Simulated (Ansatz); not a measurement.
A (100) slab of CoSi2 (Fm-3m (No. 225)), 10 planes, outer planes Co (top) and Si (bottom), with 15 atoms (Co5Si10) in a surface cell of A = 14.111 Å², as cut from the bulk:

```xyz
15
Lattice="3.7565 0.0000 0.0000 0.0000 3.7565 0.0000 0.0000 0.0000 26.9531" Properties=species:S:1:pos:R:3 pbc="T T T"
Si    1.8783    0.0000    7.5000
Si    0.0000    1.8783    7.5000
Co    1.8783    1.8783    8.8281
Si    0.0000    1.8783   10.1563
Si    1.8783    0.0000   10.1563
Co    0.0000    0.0000   11.4844
Si    1.8783    0.0000   12.8125
Si    0.0000    1.8783   12.8125
Co    1.8783    1.8783   14.1406
Si    0.0000    1.8783   15.4688
Si    1.8783    0.0000   15.4688
Co    0.0000    0.0000   16.7969
Si    1.8783    0.0000   18.1250
Si    0.0000    1.8783   18.1250
Co    1.8783    1.8783   19.4531
```

Theory: DFT PBEsol, scalar-relativistic, plane waves, PAW in Ansatz. Plane waves to 420 eV, a k mesh through Γ of 9×9×1 on the computed 15-atom cell and Gaussian smearing (0.10 eV); no spin polarisation. The cell repeats along c with a dipole correction in the vacuum.

Against the same 15 atoms in the bulk, the slab as cut lies 4.682 eV higher and the relaxed slab 4.610 eV higher. Bulk and slab both ran without spin polarisation, so these energies, and the surface energy and work of the cut from them, are those of a non-magnetic state, though Co often carries moments.

Question: Work out the surface energy before and after relaxation.

Answer: The slab has two faces, so γ = (E_slab − N·E_bulk)/(2A), the mean of both. As cut: 4.682/(2 × 14.111) = 0.1659 eV/Å², and 1 eV/Å² = 16.02 J/m², so γ = 2.66 J/m². Relaxed: 4.610/(2 × 14.111) = 0.1633 eV/Å² = 2.62 J/m². Relaxation recovers 1.5 % of the cost of cutting.

Question: What is the ideal work of this cut, per area?

Answer: Griffith's ideal work is 2γ: 5.32 J/m² if the new faces stay rigid, 5.23 J/m² if they relax. One thickness was run, 10 planes, so γ can still shift with it.

Spin polarisation was left out, and a magnetic state may lie lower.